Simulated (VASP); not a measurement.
# KI (Fm-3m) in VASP: notebook

KI is run at these levels: PBE; tasks: single point.

All numbers are computed with VASP 6.6.1; they aren't measurements. Logs are shortened: lines on timing, memory, paths and dates and some standing lists are left out, and cuts for length are marked.

**The experiment to reproduce.**

A printed reference work, monograph reports, for a bulk crystal of KI: band gap 6.32 eV.

The runs below are set against these values where they give the same quantity.

### Step 1. The cell of the first run

It takes space group Fm-3m (No. 225, cubic). Conventional cell: a = 7.030 Å, b = 7.030 Å, c = 7.030 Å, α = 90.00°, β = 90.00°, γ = 90.00°. Within 4.6 Å of K (site symmetry m-3m) lie 6 I at 3.51 Å. Within 4.6 Å of I (site symmetry m-3m) lie 6 K at 3.51 Å.

### Step 2. Single point, PBE (volume scaled by 0.94)

Input file INCAR:

```
PREC = Accurate
ENCUT = 520
EDIFF = 1E-6
ISMEAR = 0
SIGMA = 0.02
LREAL = F
LASPH = T
NELM = 60
ALGO = Normal
ISIF = 2
LWAVE = F
LCHARG = F
GGA = PE
NBANDS = 15
```

Input file KPOINTS:

```
Automatic mesh
0
Gamma
  6 6 6
```

Input file POSCAR:

```
KI
1.0
    0.0000000000      3.5149327435      3.5149327435
    3.5149327435      0.0000000000      3.5149327435
    3.5149327435      3.5149327435      0.0000000000
K I
1 1
Direct
    0.0000000000      0.0000000000      0.0000000000
    0.5000000000      0.5000000000      0.5000000000
```

Potentials or basis: VASP PAW PBE potentials, release 64 (K_sv, I).

Started as:

```bash
> cat potpaw_PBE.64/K_sv/POTCAR potpaw_PBE.64/I/POTCAR > POTCAR
> mpirun -np 1 vasp_std > vasp.out
```

OUTCAR:

```text
PREC = Accurate
   ENCUT = 520
   EDIFF = 1E-6
   ISMEAR = 0
   LREAL = F
   LASPH = T
   NELM = 60
   ISIF = 2
   GGA = PE

 ion  position               nearest neighbor table
   1  0.000  0.000  0.000-   2 3.51   2 3.51   2 3.51   2 3.51   2 3.51   2 3.51
   2  0.500  0.500  0.500-   1 3.51   1 3.51   1 3.51   1 3.51   1 3.51   1 3.51

  LATTYP: Found a face centered cubic cell.
 ALAT       =     7.0298654870

  Lattice vectors:

 A1 = (   0.0000000000,   3.5149327435,   3.5149327435)
 A2 = (   3.5149327435,   0.0000000000,   3.5149327435)
 A3 = (   3.5149327435,   3.5149327435,   0.0000000000)

Analysis of symmetry for initial positions (statically):
=====================================================================
 Subroutine PRICEL returns:
 Original cell was already a primitive cell.

 Routine SETGRP: Setting up the symmetry group for a
 face centered cubic supercell.

 Subroutine GETGRP returns: Found 48 space group operations
 (whereof 48 operations were pure point group operations)
 out of a pool of 48 trial point group operations.

The static configuration has the point symmetry O_h .

Analysis of symmetry for dynamics (positions and initial velocities):
=====================================================================
 Subroutine PRICEL returns:
 Original cell was already a primitive cell.

 Routine SETGRP: Setting up the symmetry group for a
 face centered cubic supercell.

 Subroutine GETGRP returns: Found 48 space group operations
 (whereof 48 operations were pure point group operations)
 out of a pool of 48 trial point group operations.

The dynamic configuration has the point symmetry O_h .

 Subroutine INISYM returns: Found 48 space group operations
 (whereof 48 operations are pure point group operations),
 and found     1 'primitive' translations

----------------------------------------------------------------------------------------

                                     Primitive cell

  volume of cell :      86.8522

  direct lattice vectors                    reciprocal lattice vectors
     0.000000000  3.514932744  3.514932744    -0.142250233  0.142250233  0.142250233
     3.514932744  0.000000000  3.514932744     0.142250233 -0.142250233  0.142250233
     3.514932744  3.514932744  0.000000000     0.142250233  0.142250233 -0.142250233

  length of vectors
     4.970865557  4.970865557  4.970865557     0.246384630  0.246384630  0.246384630

  position of ions in fractional coordinates (direct lattice)
     0.000000000  0.000000000  0.000000000
     0.500000000  0.500000000  0.500000000

  ion indices of the primitive-cell ions
   primitive index   ion index
                 1           1
                 2           2

----------------------------------------------------------------------------------------

 KPOINTS: Automatic mesh

Automatic generation of k-mesh.
 Grid dimensions read from file:
 generate k-points for:    6    6    6

 Generating k-lattice:

  Cartesian coordinates                     Fractional coordinates (reciprocal lattice)
    -0.023708372  0.023708372  0.023708372     0.166666667  0.000000000  0.000000000
     0.023708372 -0.023708372  0.023708372     0.000000000  0.166666667  0.000000000
     0.023708372  0.023708372 -0.023708372     0.000000000  0.000000000  0.166666667

  Length of vectors
     0.041064105  0.041064105  0.041064105

  Shift w.r.t. Gamma in fractional coordinates (k-lattice)
     0.000000000  0.000000000  0.000000000

 Subroutine IBZKPT returns following result:
 ===========================================

 Found     16 irreducible k-points:

 Following reciprocal coordinates:
            Coordinates               Weight
  0.000000  0.000000  0.000000      1.000000
  0.166667  0.000000  0.000000      8.000000
  0.333333  0.000000  0.000000      8.000000
  0.500000  0.000000  0.000000      4.000000
  0.166667  0.166667  0.000000      6.000000
  0.333333  0.166667  0.000000     24.000000
[... 8 lines left out ...]
 -0.333333  0.333333  0.166667     24.000000
 -0.333333  0.500000  0.166667     12.000000
   k-points           NKPTS =     16   k-points in BZ     NKDIM =     16   number of bands    NBANDS=     15
   number of dos      NEDOS =    301   number of ions     NIONS =      2
   total plane-waves  NPLWV =  64000
   dimension x,y,z NGX =    40 NGY =   40 NGZ =   40
   dimension x,y,z NGXF=    80 NGYF=   80 NGZF=   80
   ions per type =               1   1
   NGX,Y,Z   is equivalent  to a cutoff of  13.38, 13.38, 13.38 a.u.
   NGXF,Y,Z  is equivalent  to a cutoff of  26.76, 26.76, 26.76 a.u.
 SYSTEM =  unknown system
   PREC   = accura    normal or accurate (medium, high low for compatibility)
   ISTART =      0    job   : 0-new  1-cont  2-samecut
   ICHARG =      2    charge: 1-file 2-atom 10-const
   ISPIN  =      1    spin polarized calculation?
   LNONCOLLINEAR =      F non collinear calculations
   LSORBIT =      F    spin-orbit coupling
   LASPH  =      T    aspherical Exc in radial PAW
   ENCUT  =  520.0 eV  38.22 Ry    6.18 a.u.   9.24  9.24  9.24*2*pi/ulx,y,z
   NELM   =     60;   NELMIN=  2; NELMDL= -5     # of ELM steps
   EDIFF  = 0.1E-05   stopping-criterion for ELM
   LREAL  =      F    real-space projection
   EDIFFG = 0.1E-04   stopping-criterion for IOM
   NSW    =      0    number of steps for IOM
   IBRION =     -1    ionic relax: 0-MD 1-quasi-New 2-CG
   NFREE  =      0    steps in history (QN), initial steepest desc. (CG)
   ISIF   =      2    stress and relaxation
   ISYM   =      2    0-nonsym 1-usesym 2-fastsym
   POTIM  = 0.5000    time-step for ionic-motion
   TEBEG  =    0.0;   TEEND  =   0.0 temperature during run
   PSTRESS=    0.0 pullay stress
   NELECT =      16.0000    total number of electrons
   NUPDOWN=      -1.0000    fix difference up-down
   EMIN   =  10.00;   EMAX   =-10.00  energy-range for DOS
   EFERMI =   0.00;   METHOD = LEGACY
   ISMEAR =     0;   SIGMA  =   0.02  broadening in eV -4-tet -1-fermi 0-gaus
   EFERMI_NEDOS =   21; number of points for ismear=-14 and -15
   IALGO  =     38    algorithm
   IMIX   =      4    mixing-type and parameters
     AMIX     =   0.40;   BMIX     =  1.00
     AMIX_MAG =   1.60;   BMIX_MAG =  1.00
  volume/ion in A,a.u.               =      43.43       293.05
  Fermi-wavevector in a.u.,A,eV,Ry     =   0.931511  1.760300 11.805939  0.867712
  Thomas-Fermi vector in A             =   2.058012
   LORBIT       =      0    0 simple, 1 ext, 2 COOP (PROOUT), +10 PAW based schemes
   GGA     = PE    functional components
   LHFCALC =     F    Hartree Fock is set to
   AEXX    =    0.0000 exact exchange contribution
   IVDW    =     0    specifies the selected vdW correction
   LEPSILON=     F    determine dielectric tensor
   LRPA    =     F    only Hartree local field effects (RPA)
 non-spin polarized calculation
 Gauss-broadening in eV      SIGMA  =   0.02
  energy-cutoff  :      520.00
  volume of cell :       86.85
 maximum number of plane-waves:      2362
 NGX is ok and might be reduce to    40
   NGX = 19   NGY = 19   NGZ = 19

 number of electron      15.9999999 magnetization

 Free energy of the ion-electron system (eV)
  ---------------------------------------------------
  ext. energy  EPLUGINS =         0.00000000
  ---------------------------------------------------
  free energy    TOTEN  =        -5.55032767 eV

  energy without entropy =       -5.55032767  energy(sigma->0) =       -5.55032767

 E-fermi :  -0.1428     XC(G=0):  -7.2376

 val. band max:       -0.3362529441   @ k =   0.0000   0.0000   0.0000
 cond. band min:       3.6621131038   @ k =   0.0000   0.0000   0.0000
 fundamental gap:      3.9983660478
 Fermi energy:        -0.1427890653

 k-point     1 :       0.0000    0.0000    0.0000
  band No.  band energies     occupation
      1     -28.8119      2.00000
      2     -12.3014      2.00000
      3     -12.3014      2.00000
      4     -12.3014      2.00000
      5     -10.8616      2.00000
      6      -0.3363      2.00000
      7      -0.3363      2.00000
      8      -0.3363      2.00000
      9       3.6621      0.00000
     10       6.1541      0.00000
     11       6.1541      0.00000
     12       6.1541      0.00000
     13       6.8816      0.00000
     14       6.8816      0.00000
     15       9.4684      0.00000

 k-point     2 :       0.1667    0.0000    0.0000
  band No.  band energies     occupation
      1     -28.8113      2.00000
      2     -12.3464      2.00000
      3     -12.3021      2.00000
      4     -12.3021      2.00000
      5     -10.7833      2.00000
      6      -0.7658      2.00000
      7      -0.4303      2.00000
      8      -0.4303      2.00000
      9       4.2932      0.00000
     10       6.0801      0.00000
     11       6.4494      0.00000
     12       6.4494      0.00000
     13       7.2076      0.00000
     14       7.2076      0.00000
     15      10.3517      0.00000

 k-point     3 :       0.3333    0.0000    0.0000
  band No.  band energies     occupation
      1     -28.8102      2.00000
      2     -12.4257      2.00000
      3     -12.3033      2.00000
      4     -12.3033      2.00000
      5     -10.6350      2.00000
      6      -1.4198      2.00000
      7      -0.6041      2.00000
      8      -0.6041      2.00000
      9       5.0375      0.00000
     10       6.7249      0.00000
     11       7.1675      0.00000
     12       7.1675      0.00000
     13       8.0641      0.00000
     14       8.0641      0.00000
     15       9.4101      0.00000

 k-point     4 :       0.5000    0.0000    0.0000
  band No.  band energies     occupation
      1     -28.8096      2.00000
      2     -12.4613      2.00000
      3     -12.3039      2.00000
      4     -12.3039      2.00000
      5     -10.5638      2.00000
      6      -1.6909      2.00000
      7      -0.6850      2.00000
      8      -0.6850      2.00000
      9       5.2022      0.00000
     10       7.4185      0.00000
     11       7.8389      0.00000
     12       7.8389      0.00000
     13       8.3948      0.00000
     14       8.3948      0.00000
     15       9.0808      0.00000
[... 163 lines left out ...]
 k-point    14 :       0.5000    0.3333    0.1667
  band No.  band energies     occupation
      1     -28.8095      2.00000
      2     -12.3948      2.00000
      3     -12.3226      2.00000
      4     -12.3113      2.00000
      5     -10.6438      2.00000
      6      -1.3534      2.00000
      7      -0.8169      2.00000
      8      -0.7250      2.00000
      9       5.5397      0.00000
     10       5.9845      0.00000
     11       6.9427      0.00000
     12       8.0892      0.00000
     13       8.2141      0.00000
     14       8.4865      0.00000
     15       9.6871      0.00000

 k-point    15 :      -0.3333    0.3333    0.1667
  band No.  band energies     occupation
      1     -28.8091      2.00000
      2     -12.3937      2.00000
      3     -12.3276      2.00000
      4     -12.3173      2.00000
      5     -10.6259      2.00000
      6      -1.3281      2.00000
      7      -0.9916      2.00000
      8      -0.7937      2.00000
      9       5.9415      0.00000
     10       6.2748      0.00000
     11       6.7384      0.00000
     12       7.9587      0.00000
     13       8.4797      0.00000
     14       8.9055      0.00000
     15       9.6119      0.00000

 k-point    16 :      -0.3333    0.5000    0.1667
  band No.  band energies     occupation
      1     -28.8089      2.00000
      2     -12.3480      2.00000
      3     -12.3426      2.00000
      4     -12.3282      2.00000
      5     -10.6633      2.00000
      6      -1.2282      2.00000
      7      -0.9125      2.00000
      8      -0.8956      2.00000
      9       5.3199      0.00000
     10       6.0949      0.00000
     11       7.0984      0.00000
     12       8.0381      0.00000
     13       8.2386      0.00000
     14       9.3405      0.00000
     15       9.8013      0.00000

------------------------ aborting loop because EDIFF is reached ----------------------------------------

  FORCE on cell =-STRESS in cart. coord.  units (eV):
  Direction    XX          YY          ZZ          XY          YZ          ZX
  --------------------------------------------------------------------------------------
  -------------------------------------------------------------------------------------
  Total        0.4523699      0.4523699      0.4523699     -0.0000000     -0.0000000      0.0000000
  in kB        8.3449405      8.3449405      8.3449405     -0.0000000     -0.0000000      0.0000000
  external PRESSURE =       8.3449405 kB  Pullay stress =       0.0000000 kB

 VOLUME and BASIS-vectors are now :
 -----------------------------------------------------------------------------
  energy-cutoff  :      520.00
  volume of cell :       86.85
      direct lattice vectors                 reciprocal lattice vectors
     0.000000000  3.514932744  3.514932744    -0.142250233  0.142250233  0.142250233
     3.514932744  0.000000000  3.514932744     0.142250233 -0.142250233  0.142250233
     3.514932744  3.514932744  0.000000000     0.142250233  0.142250233 -0.142250233

 POSITION                                       TOTAL-FORCE (eV/Angst)
 -----------------------------------------------------------------------------------
      0.00000      0.00000      0.00000         0.000000     -0.000000      0.000000
      3.51493      3.51493      3.51493        -0.000000      0.000000     -0.000000
 -----------------------------------------------------------------------------------
    total drift:                                0.000000     -0.000000     -0.000000

  FREE ENERGIE OF THE ION-ELECTRON SYSTEM (eV)
  ---------------------------------------------------
  free  energy   TOTEN  =        -5.5503276654 eV

  energy  without entropy=       -5.5503276654  energy(sigma->0) =       -5.55032767
```

Run time: 14 s. Hardware: 1 thread of AMD EPYC 9R45 (Zen 5), shared host; peak memory 0.2 GiB.

Results:

- Free energy: -5.5503 eV
- Pressure: 0.8 GPa
- Band gap on the k mesh: 4.00 eV, direct

Caveat: spin-orbit coupling is left out, which moves the levels of the heavy elements.

### Step 3. Single point, PBE (volume scaled by 0.97)

Input file INCAR:

```
SYSTEM = KI
PREC = Accurate
ENCUT = 520
EDIFF = 1E-6
ISMEAR = 0
SIGMA = 0.02
LREAL = .False.
LASPH = .True.
NELM = 60
ALGO = Normal
ISIF = 2
LWAVE = .False.
LCHARG = .False.
GGA = PE
NBANDS = 15
```

Input file KPOINTS:

```
Automatic mesh
0
Gamma
  6 6 6
  0 0 0
```

Input file POSCAR:

```
KI
1.0
    0.0000000000      3.5519347547      3.5519347547
    3.5519347547      0.0000000000      3.5519347547
    3.5519347547      3.5519347547      0.0000000000
K I
1 1
Direct
    0.0000000000      0.0000000000      0.0000000000
    0.5000000000      0.5000000000      0.5000000000
```

Potentials or basis: VASP PAW PBE potentials, release 64 (K_sv, I).

Started as:

```bash
> cat potpaw_PBE.64/K_sv/POTCAR potpaw_PBE.64/I/POTCAR > POTCAR
> mpirun -np 1 vasp_std > vasp.out
```

It took 14 s on 1 thread of AMD EPYC 9R45 (Zen 5), shared host; peak memory 0.21 GiB.

It converged, with:

| Property | Result |
| --- | --- |
| Free energy | -5.5611 eV |
| Pressure | 0.4 GPa |
| Band gap on the k mesh | 3.93 eV, direct |

Levels at points of the mesh, in eV from the valence-band top:
```
           k point  band 4  band 5  band 6  band 7  band 8  band 9  band 10  band 11  band 12  band 13
(0.00, 0.00, 0.00)  -12.02  -10.48    0.00    0.00    0.00    3.93     6.50     6.50     6.50     7.21
(0.50, 0.00, 0.00)  -12.02  -10.22   -1.28   -0.32   -0.32    5.51     7.66     8.11     8.11     8.68
(0.50, 0.50, 0.00)  -12.03  -10.34   -0.97   -0.36   -0.36    4.96     5.73     8.08     8.66     8.73
```

Caveat: spin-orbit coupling is left out, which moves the levels of the heavy elements.

[end of part 1 of 2]
